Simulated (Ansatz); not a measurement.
## Mechanical response of SiC (F-43m)

```
Si C
1.0
     0.00000    2.17841    2.17841
     2.17841    0.00000    2.17841
     2.17841    2.17841    0.00000
Si C
1 1
Direct
  0.00000 0.00000 0.00000
  0.75000 0.75000 0.75000
```

The conventional cell has a = 4.357 Å, b = 4.357 Å, c = 4.357 Å, α = 90.00°, β = 90.00°, γ = 90.00°. Si (atom 1) is surrounded by 4 C at 1.89 Å. C (atom 2) is surrounded by 4 Si at 1.89 Å.

Computed, not measured; unless marked otherwise by PBEsol, all-electron LAPW in Ansatz 0.2.0, scalar-relativistic. k mesh 10×10×10, fixed occupations, basis error target 0.5 meV/atom. The cell was relaxed by PAW under this functional.

The cell is cubic and carries a residual pressure of -0.06 GPa at this level. Each strain component that symmetry leaves independent is applied at ±0.005, the ions relax wherever a strain frees them, and the stress (tension positive, GPa) is read. Shears are engineering strains, γ = 2ε.

```
strain    size      σxx      σyy      σzz      σyz     σxz     σxy
    xx  -0.005  -1.8963  -0.6420  -0.6420   0.0000  0.0000  0.0000
    xx  +0.005   1.9993   0.7256   0.7256   0.0000  0.0000  0.0000
    yz  -0.005   0.0572   0.0514   0.0514  -1.2134  0.0000  0.0000
    yz  +0.005   0.0572   0.0514   0.0514   1.2134  0.0000  0.0000
```

A central difference gives one constant, for example C11 ≈ (1.9993 − (-1.8963))/(0.01) = 389.6 GPa; the program then imposes the crystal's symmetry on the whole matrix.

Q: What are the independent elastic constants?

A: C11 = 389.6, C12 = 136.8, C44 = 242.7 GPa.

Q: Do they meet the Born conditions?

A: C11 − C12 = 252.8, C11 + 2C12 = 663.1 and C44 = 242.7 GPa must all be positive, so the crystal is elastically stable; that says nothing yet of its phonons.

Q: What moduli does a random aggregate of grains have?

A: B = (C11 + 2C12)/3 = 221.0 GPa. G_V = (C11 − C12 + 3C44)/5 = 196.2 and G_R = 5(C11 − C12)C44/(4C44 + 3(C11 − C12)) = 177.4, so G_H = 186.8 GPa. Then E = 9BG/(3B + G) = 437.2 GPa, ν = (3B − 2G)/(6B + 2G) = 0.170 and B/G = 1.18, on the brittle side of Pugh's 1.75 (a rule of thumb, made for metals; it doesn't predict ductility here).

Q: With the density of 3.220 g/cm³, how fast does sound travel, and what Debye temperature follows?

A: 

```csv
direction,slow (m/s),middle (m/s),fast (m/s)
[100],8681,8681,10999
[110],6265,8681,12533
[111],7161,7161,13004
```

The mean of v⁻³ over directions and branches gives v_m = 8301 m/s and θ_D = (ħ/k_B) v_m (6π²n)^(1/3) = 1135 K, n being atoms per volume. Young's modulus spans 318 to 533 GPa over directions, and the universal anisotropy index is 0.53.

Q: How far do the constants move if PAW replaces LAPW in the same cell?

A: 

| constant | LAPW (GPa) | PAW (GPa) | difference |
| --- | --- | --- | --- |
| C11 | 389.6 | 389.6 | 0.0 |
| C12 | 136.8 | 137.4 | 0.6 |
| C44 | 242.7 | 242.8 | 0.1 |

Q: How do the constants change if the ions are clamped to the homogeneous strain?

A: Clamped values, with the change against relaxed ions: C11 = 389.6 (+0.0), C12 = 136.8 (+0.0), C44 = 271.5 (+28.9) GPa.

Known limits: constants at zero field, no piezoelectric stiffening; the frozen-core PAW files of the compared runs were fitted under PBE, their cores solved anew for this functional.
